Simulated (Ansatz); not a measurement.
# Cd under changes of volume

One of the cells (21.606 Å³/atom); the others are scaled copies at fixed shape and fractional positions:

```xyz
4
Lattice="3.0931 0.0000 0.0000 -1.5465 2.6787 0.0000 0.0000 0.0000 10.4307" Properties=species:S:1:pos:R:3 pbc="T T T"
Cd    1.5465    0.8929    7.8231
Cd    0.0000    0.0000    5.2154
Cd    0.0000    1.7858    2.6077
Cd    0.0000    0.0000    0.0000
```

```yaml
Program: Ansatz 0.2.0
Functional: PBEsol
Potentials_or_basis: all-electron LAPW, scalar-relativistic
Cutoff: 204 eV (chosen from the basis error)
Basis_error_allowed: 0.001 eV/atom
k_mesh: 10 × 10 × 3
Occupations: fermi-dirac, width 0.05 eV
Spin: no spin polarisation
```

```csv
volume (Å³/atom),energy over the lowest point (meV/atom),pressure (GPa)
20.309,?,?
20.741,0.00,0.5
21.173,0.21,-0.7
21.606,3.41,-1.7
22.038,9.19,-2.6
22.470,17.22,-3.4
22.902,27.19,-4.0
```

Question: What does the run at 20.309 Å³/atom give?

Answer: Energy over the lowest point 3.23 meV/atom; pressure 1.9 GPa.

Worked out: A Birch-Murnaghan fit of order 3 (a polynomial in V^(-2/3)) to the other rows has its minimum at 20.93 Å³/atom with B0 = V·E''(V) = 58 GPa and B' = 5.8 at fixed shape and positions, which overstates the stiffness. It gives 3.21 meV/atom at 20.309 Å³/atom, against the run's 3.23, and -dE/dV = 1.9 GPa, against 1.9.

Energies are extrapolated to zero smearing.
